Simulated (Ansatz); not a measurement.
Here is an Ansatz 0.2.0 calculation.

File input.yaml:

```yaml
crystal:
  lattice:
    - [0.0, 3.059, 3.059]
    - [3.059, 0.0, 3.059]
    - [3.059, 3.059, 0.0]
  atoms:
    - { symbol: Sb, position: [0.75, 0.75, 0.75] }
    - { symbol: Ga, position: [0.0, 0.0, 0.0] }
kpoints:
  mp_grid: { grid: [8, 8, 8] }
scf:
  occupations: { method: gaussian, width: 0.02 }
hamiltonian:
  xc: pbe
  pseudopotentials: { kind: all_electron, lapw: { basis_error: 0.001 } }
output:
  forces: true
  stress: true
  eigenvalues: true
```

Potentials or basis: all-electron LAPW, scalar-relativistic.

Run with:

```console
$ ansatz run input.yaml --threads 1 --pin off --max-ram 3072MiB --backend cpu --events-out ev --progress --plain --runs-dir out
```

Predict the pressure.

2.3 GPa.

Estimate the band gap on the k mesh.

0.04 eV, direct.

Caveat: spin-orbit coupling is left out, which moves the levels of the heavy elements.

**The experiment to reproduce.**

A printed reference work, data compilation reports, for a bulk crystal of GaSb at 4.2 K: band gap 0.811 eV (direct).

Measured gap of GaSb: 0.811 eV (direct; 4.2 K; a printed reference work, data compilation). This calculation gives 0.04 eV (-0.77 eV). Spin-orbit coupling on Ga, Sb is left out. The value is that of PBE on a finite k mesh, which can miss the band edges, without temperature or zero-point motion. Semilocal functionals fall short of measured gaps as a rule.
